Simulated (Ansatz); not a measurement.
HfC:

```xyz
2
Lattice="0.0000 2.3250 2.3250 2.3250 0.0000 2.3250 2.3250 2.3250 0.0000" Properties=species:S:1:pos:R:3 pbc="T T T"
Hf    2.3250    2.3250    2.3250
C     0.0000    0.0000    0.0000
```

- Program: Ansatz 0.2.0
- Task: relaxation of cell and atoms
- Functional: BLYP
- Potentials or basis: all-electron LAPW, scalar-relativistic
- Basis error allowed: 0.001 eV/atom
- k mesh: 10 × 10 × 10
- Occupations: fermi-dirac, width 0.05 eV
- Spin: no spin polarisation

At the start: volume 12.57 Å³/atom.

Task: How do energy, volume and symmetry change on relaxing?

Result: Over 5 steps the energy falls by 9.7 meV/atom and the volume is 12.99 Å³/atom (+3.3 %); space group Fm-3m (No. 225, to 0.05 Å).

The path:
```
step  energy change (eV)  largest force (eV/Å)  volume (Å³)
   1              0.0000                0.0000        25.14
   2             -0.0097                0.0000        26.59
   3             -0.0194                0.0000        26.00
   4             -0.0194                0.0000        25.97
   5             -0.0194                0.0000        25.97
```

Final structure:
```yaml
crystal:
  lattice:
    - [0.00000, 2.35047, 2.35047]
    - [2.35047, 0.00000, 2.35047]
    - [2.35047, 2.35047, 0.00000]
  atoms:
    - { symbol: Hf, position: [0.50000, 0.50000, 0.50000] }
    - { symbol: C, position: [0.00000, 0.00000, 0.00000] }
```
